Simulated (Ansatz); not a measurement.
Input and command of a calculation in Ansatz (plane waves; scalar-relativistic PAW potentials unless the input names others):

```yaml
crystal:
  lattice:
    - [0.0, 3.359219338, 3.359219338]
    - [3.359219338, 0.0, 3.359219338]
    - [3.359219338, 3.359219338, 0.0]
  atoms:
    - { symbol: Sr, position: [0.0, 0.0, 0.0] }
    - { symbol: Te, position: [0.5, 0.5, 0.5] }
  symmetry: { detect: false }
basis:
  ecutwfc: 420
kpoints:
  mp_grid: { grid: [12, 12, 12], shift: [0.5, 0.5, 0.5] }
hamiltonian:
  xc: pbe
scf:
  occupations: { method: gaussian, width: 0.02 }
output:
  forces: true
  eigenvalues: true
  stress: true
```

```bash
ansatz run input.yaml --threads 2 --pin off --max-ram 5120MiB --backend cpu --events-out ev --progress --plain --runs-dir out
```

Abridged log:
```
Basis set: ecut = 420 eV, 1459 PW (Γ), exchange–correlation on 64×64×64 points (8 copies of the dense FFT grid, shifted against one another)
Bands: 17, of which v1, the nominal top of the filled ones, is band 13 counted from 1 (12 counted from 0)
Symmetry: 1 space group operations
k-points: 864 of 1728 (time reversal used)
SCF iter   1: F=—  HF=-10527.678774 eV  |F-HF|=—  |Δ(HF+E_count)|=         —  Δρ=5.13e-4  dr2=2.95e-4  ethr=1.77e-3  ⟨swp⟩=9.6  Hψ=99590  notcnv=0
SCF iter   2: F=—  HF=-10527.679421 eV  |F-HF|=—  |Δ(HF+E_count)|=   6.47e-4  Δρ=2.14e-4  dr2=4.35e-5  ethr=1.13e-6  ⟨swp⟩=3.4  Hψ=42545  notcnv=0
SCF iter   3: F=—  HF=-10527.679477 eV  |F-HF|=—  |Δ(HF+E_count)|=   5.55e-5  Δρ=8.13e-5  dr2=1.10e-5  ethr=1.67e-7  ⟨swp⟩=3.0  Hψ=26685  notcnv=0
SCF iter   4: F=—  HF=-10527.679474 eV  |F-HF|=—  |Δ(HF+E_count)|=   2.91e-6  Δρ=2.81e-5  dr2=3.91e-7  ethr=4.22e-8  ⟨swp⟩=3.0  Hψ=25353  notcnv=0
SCF iter   5: F=-10527.679475 eV  HF=-10527.679475 eV  |F-HF|=7.09e-8  |Δ(HF+E_count)|=   1.58e-6  Δρ=6.69e-6  dr2=2.46e-8  ethr=1.50e-9  ⟨swp⟩=2.0  Hψ=19080  notcnv=0
SCF iter   6: F=-10527.679475 eV  HF=-10527.679475 eV  |F-HF|=5.64e-10  |Δ(HF+E_count)|=   8.27e-8  Δρ=1.19e-6  dr2=1.53e-9  ethr=9.47e-11  ⟨swp⟩=3.5  Hψ=59205  notcnv=0
SCF 1 converged in 6 iterations: F = -10527.679475 eV  dr2 = 1.53e-9
SCF converged after 6 iterations
Free energy (F): -10527.679475 eV
Harris-Foulkes:  -10527.679475 eV  (|F-HF|=5.64e-10)
Internal energy: -10527.679475 eV  (E = F + TS)
E sigma→0 (E₀):  -10527.679475 eV
Fermi energy:    7.329609 eV
--- Forces (eV/Å), atoms counted from 1 ---
  atom   1  Sr     0.00000001     0.00000001     0.00000002
  atom   2  Te     0.00000002     0.00000002     0.00000003
--- Stress (GPa, compression-positive) ---
        0.000574      -0.000005      -0.000007
       -0.000005       0.000572      -0.000006
       -0.000007      -0.000006       0.000575
  P = ⅓ Tr σ = 0.0006 GPa (0.006 kbar)
```

Apart from outputs, empty bands and the relaxation, which only the reference makes, the input differs from a reference run on usual settings in crystal.symmetry: not typed → {"detect": false}; kpoints.mp_grid.shift: not typed → [0.5, 0.5, 0.5]; kpoints.mp_grid.grid: [8, 8, 8] → [12, 12, 12]. The reference, at the same geometry, ended its own course with pressure 0.00 GPa, largest force 0.000 eV/Å, gap on the mesh 1.78 eV. This run converged in 6 SCF iterations with an energy at zero smearing 0.03 meV/atom below the reference's, pressure 0.00 GPa, largest force 0.000 eV/Å, gap on the mesh 1.86 eV.

Time: 25 s on 2 threads of Intel(R) Xeon(R) 6975P-C (Granite Rapids), on a shared host, peak memory 1.3 GiB.